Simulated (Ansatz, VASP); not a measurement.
Two plane-wave programs on SiC

```
Si C
1.0
     3.05817    0.00000    0.00000
    -1.52908    2.64845    0.00000
     0.00000    0.00000    5.01906
Si C
2 2
Direct
  0.33333 0.66667 0.00460
  0.66667 0.33333 0.50460
  0.33333 0.66667 0.38040
  0.66667 0.33333 0.88040
```

Alike in both runs: task single point; functional r2SCAN; k mesh 8 × 8 × 6; no spin polarisation.

|  | VASP | Ansatz |
| --- | --- | --- |
| version | VASP 6.6.1 | Ansatz 0.2.0 |
| potentials or method | VASP PAW PBE potentials, release 64 (Si, C) | PAW with Ansatz's default frozen-core files, scalar-relativistic |
| plane-wave cutoff (eV) | 520 | 500 |
| occupations | gaussian, width 0.01 eV | fixed |
| valence electrons in the cell | 16 | 16 |

VASP gave:

* gap on the k mesh at the Fermi level (eV): 2.90
* pressure (GPa): 3.8

Which values does Ansatz return?

gap on the k mesh at the Fermi level (eV): 2.89; pressure (GPa): 4.0.

Caveats: the PAW data sets were made with another functional, which shifts forces and pressure a little (VASP). A k mesh can miss the band edges. r2SCAN opens gaps a little over a GGA but as a rule still falls short of measured ones.
